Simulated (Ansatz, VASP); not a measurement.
**Two plane-wave programs on KF**

```xyz
2
Lattice="2.9913 0.0000 0.0000 0.0000 3.1789 0.0000 0.0000 0.0000 3.1789" Properties=species:S:1:pos:R:3 pbc="T T T"
K     0.0000    0.0000    0.0000
F     1.4957    1.5894    1.5894
```

Change from the starting cell: uniaxial_x strain -5.9%.

Alike in both runs: task single point; functional r2SCAN; k mesh 8 × 8 × 8; no spin polarisation.

|  | VASP | Ansatz |
| --- | --- | --- |
| version | VASP 6.6.1 | Ansatz 0.2.0 |
| potentials or method | VASP PAW PBE potentials, release 64 (K_sv, F) | plane waves, PAW |
| plane-wave cutoff (eV) | 520 | 500 |
| occupations | gaussian, width 0.01 eV | fixed |
| valence electrons in the cell | 16 | 16 |

VASP gave:

```
gap on the k mesh at the Fermi level (eV)       : 8.06
pressure (GPa)                                  : 3.1
largest component of the traceless stress (GPa) : 4.21
```

Which values does Ansatz return?

gap on the k mesh at the Fermi level (eV): 8.05; pressure (GPa): 3.1; largest component of the traceless stress (GPa): 4.19.

Caveats: the PAW data sets were made with another functional, which shifts forces and pressure a little (VASP). A k mesh can miss the band edges.
